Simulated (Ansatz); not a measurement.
## Ionic part of the dielectric constant of MgO at 40 GPa, mode by mode

All numbers below come from DFT LDA, scalar-relativistic, plane waves, PAW (Ansatz). Cutoff 420 eV, 10×10×10 k-points (Γ-centred), fixed occupations. No spin polarisation. Phonons by linear response, acoustic sum rule imposed.

The structure is cubic, space group Fm-3m (No. 225). The conventional cell has a = 3.937 Å, b = 3.937 Å, c = 3.937 Å, α = 90.00°, β = 90.00°, γ = 90.00°. Around Mg (site symmetry m-3m) lie 6 O at 1.97 Å. O (site symmetry m-3m) has 6 Mg at 1.97 Å as nearest neighbours.

Other phases may be more stable at this pressure.

The primitive cell has V = 15.25 Å³ and ε∞,yy = 3.047. Each polar mode adds Δε = (4.92064×10⁷/V)·S/ν² along y, with S its oscillator strength in e²/amu, ν in cm⁻¹ and V in Å³.

Question: From these modes, find each Δε and ε0,yy.
```json
{"ν (cm⁻¹)": "572.2", "S_yy (e²/amu)": "0.3744"}
```

Answer:
| ν (cm⁻¹) | Δε |
| --- | --- |
| 572.2 | 3.69 |

The sum is 3.689, so ε0,yy = 6.74; the run's tensor has 6.74.

Question: Where do the longitudinal modes lie for a wave vector along y?

Answer: At 851 cm⁻¹. The Lyddane–Sachs–Teller product Π(ν_LO/ν_TO)² = 2.21 matches ε0/ε∞ = 2.21.

Cost: 1 run of about 0.063 core-minutes, on AMD EPYC 9R45 (Zen 5) (shared hosts).

The lattice contributes 3.69 to the static dielectric constant of 6.74, more than the whole electronic value of 3.047, as expected for a strongly ionic oxide with a wide gap. All of it comes from the one polar optical mode of rock salt, in which the Mg and O sublattices move against each other. The oscillator strength corresponds to a dynamical charge close to the nominal divalent one, so there is little of the anomalous charge transfer that raises the response of many ferroelectric perovskites.

The restoring force sets the size of the ionic term, because the contribution falls with the square of the transverse frequency. At 572.2 cm⁻¹ this mode is well above its familiar ambient-pressure position, and short-range repulsion between the compressed ions is the probable reason. The macroscopic field lifts the longitudinal branch further, to 851 cm⁻¹. The Lyddane–Sachs–Teller agreement confirms internal consistency, not accuracy against experiment. A single volume cannot show how fast the screening weakens with pressure.
